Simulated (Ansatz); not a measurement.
**Pressure against volume: InSb**

```
In Sb
1.0
     5.35700    0.00000    0.00000
     0.00000    5.71200    0.00000
     0.00000    0.00000    3.06300
In Sb
2 2
Cartesian
  0.0000 0.0000 0.0000
  2.6785 2.8560 0.0000
  2.6785 0.0000 2.5576
  0.0000 2.8560 0.5054
```

The geometry is COD entry 1525500, unchecked; take it as a test cell.

Spin–orbit coupling is left out, though it moves levels of the heavy atoms by tenths of an eV or more.

All numbers are computed: DFT, PBE, all-electron LAPW, scalar-relativistic (Ansatz 0.2.0); DFT, PBE, PAW with Ansatz's default frozen-core files, scalar-relativistic (Ansatz 0.2.0).

For LAPW: a Γ-centred 6×6×11 k mesh, Fermi–Dirac smearing of 0.08 eV, basis error target 1 meV/atom, no spin polarisation. PAW takes a cutoff of 420 eV at this cell. The Ansatz runs share mesh, smearing and spin set-up. Plane-wave (PAW) pressures include the program's estimate of the Pulay term.

The cell above is scaled evenly, with fractional coordinates and shape held.

| V/V(cell) | V (Å³/atom) | P, LAPW (GPa) | P, PAW (GPa) | free energy over the lowest listed, PAW (meV/atom) |
| --- | --- | --- | --- | --- |
| 0.9400 | 22.025 | 26.37 | 26.37 | 319.9 |
| 0.9600 | 22.494 | 23.25 | 23.24 | 247.4 |
| 0.9800 | 22.963 | 20.42 | 20.42 | 183.6 |
| 0.9900 | 23.197 | 19.11 | 19.11 | 154.7 |
| 1.0000 | 23.431 | 17.87 | 17.86 | 127.7 |
| 1.0100 | 23.666 | 16.68 | 16.68 | 102.4 |
| 1.0200 | 23.900 | 15.55 | 15.55 | 78.9 |
| 1.0400 | 24.369 | 13.46 | 13.45 | 36.5 |
| 1.0600 | 24.837 | 11.55 | 11.55 | 0.0 |
